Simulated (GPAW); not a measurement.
The system is KI.

```xyz
2
Lattice="0.0000 3.5328 3.5328 3.5328 0.0000 3.5328 3.5328 3.5328 0.0000" Properties=species:S:1:pos:R:3 pbc="T T T"
I     3.5328    3.5328    3.5328
K     0.0000    0.0000    0.0000
```

| Item | Value |
| --- | --- |
| Program | GPAW 26.7.0 |
| Task | relaxation of cell and atoms |
| Functional | PBEsol |
| Dispersion | D3 |
| Potentials or basis | PAW data sets generated in the run's folder for this functional |
| Cutoff | 600 eV |
| Basis | pw |
| k mesh | 7 × 7 × 7 |
| Occupations | fermi-dirac, width 0.05 eV |
| Spin | no spin polarisation |

At the start: pressure -0.7 GPa; volume 44.09 Å³/atom.

Question: Where does the relaxation end?

Answer: Over 4 steps the energy falls by 6.0 meV/atom and the volume is 41.50 Å³/atom (-5.9 %); space group Fm-3m (No. 225, to 0.05 Å).

Step by step:
```tsv
step	energy change (eV)	largest force (eV/Å)	pressure (GPa)	volume (Å³)
1	0.0000	0.0000	-0.69	88.18
2	-0.0015	0.0000	-0.65	87.83
3	-0.0118	0.0000	0.08	82.42
4	-0.0119	0.0000	-0.01	82.99
```

Final structure:
```
I K
1.0
     0.00000    3.46207    3.46207
     3.46207    0.00000    3.46207
     3.46207    3.46207    0.00000
I K
1 1
Cartesian
  3.4621 3.4621 3.4621
  0.0000 0.0000 0.0000
```

Caveat: later steps reuse the first step's grids.
